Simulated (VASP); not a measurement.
Set up this calculation in VASP 6.6.1, as the native input.

```yaml
Task: relaxation of cell and atoms
Functional: PBE
Dispersion: D3(BJ)
Potentials_or_basis: VASP PAW PBE potentials, release 64 (Cd, O)
Cutoff: 600 eV
k_mesh: 12 × 12 × 12
Occupations: gaussian, width 0.03 eV
Spin: no spin polarisation
Further_INCAR_settings: ALGO = Normal; EDIFF = 1e-07; IBRION = 2; EDIFFG = -0.005; NSW = 90; ISIF = 3
```

The structure of CdO (Monteponite) lies in POSCAR:

```
CdO                                     
1.0
   -0.0000000000      2.3699812810      2.3699812810
    2.3699812810     -0.0000000000      2.3699812810
    2.3699812810      2.3699812810      0.0000000000
  Cd              O             
     1     1
Direct
     0.0000000000000000    0.0000000000000000    0.0000000000000000
     0.5000000000000000    0.5000000000000000    0.5000000000000000
```

The input as run:

INCAR

```
  PREC = Accurate
  ENCUT = 600
  EDIFF = 1E-7
  ISMEAR = 0
  SIGMA = 0.03
  LREAL = F
  LASPH = T
  NELM = 80
  ALGO = Normal
  ISIF = 3
  LWAVE = F
  LCHARG = F
  GGA = PE
  IVDW = 12
  IBRION = 2
  NSW = 90
  EDIFFG = -0.005
```

KPOINTS

```
regular mesh
0
Gamma
  12 12 12
```

Potentials or basis: VASP PAW PBE potentials, release 64 (Cd, O).

Command:

```console
$ cat potpaw_PBE.64/Cd/POTCAR potpaw_PBE.64/O/POTCAR > POTCAR
$ mpirun -np 1 vasp_std > vasp.out
```

It gave:

* Pressure after relaxing: 0.0 GPa
* Band gap on the k mesh: none (metal or under the smearing width)
* Dispersion energy per atom: -0.286 eV

Caveat: the relaxation stopped at its first step, so nothing moved; pairwise dispersion overbinds metals, which lowers pressure and volume; this crystal is a semiconductor, whose small gap the functional closes, so the metal is an error of the method.

Wall time 39 s on 1 thread of Intel(R) Xeon(R) Platinum 8259CL CPU @ 2.50GHz (Skylake/Cascade Lake), on a shared host, peak memory 0.18 GiB.
